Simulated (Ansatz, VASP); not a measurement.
**Mo: VASP beside Ansatz**

```
Mo
1.0
     2.60700    0.00000    0.00000
     0.00000    2.60700    0.00000
     0.00000    0.00000    2.60700
Mo
1
Direct
  0.00000 0.00000 0.00000
```

Alike in both runs: task single point; functional BLYP; k mesh 13 × 13 × 13; occupations fermi-dirac, width 0.1 eV; no spin polarisation.

|  | VASP | Ansatz |
| --- | --- | --- |
| version | VASP 6.6.1 | Ansatz 0.2.0 |
| potentials or method | VASP PAW PBE potentials, release 64 (Mo_sv) | plane waves (420 eV) with PAW, scalar-relativistic |
| plane-wave cutoff (eV) | 520 | 420 |
| valence electrons in the cell | 14 | 14 |

```tsv
	VASP	Ansatz	Ansatz less VASP
pressure (GPa)	7.5	6.7	-0.79
```

Caveats: the PAW data sets were made with another functional, which shifts forces and pressure a little (VASP).
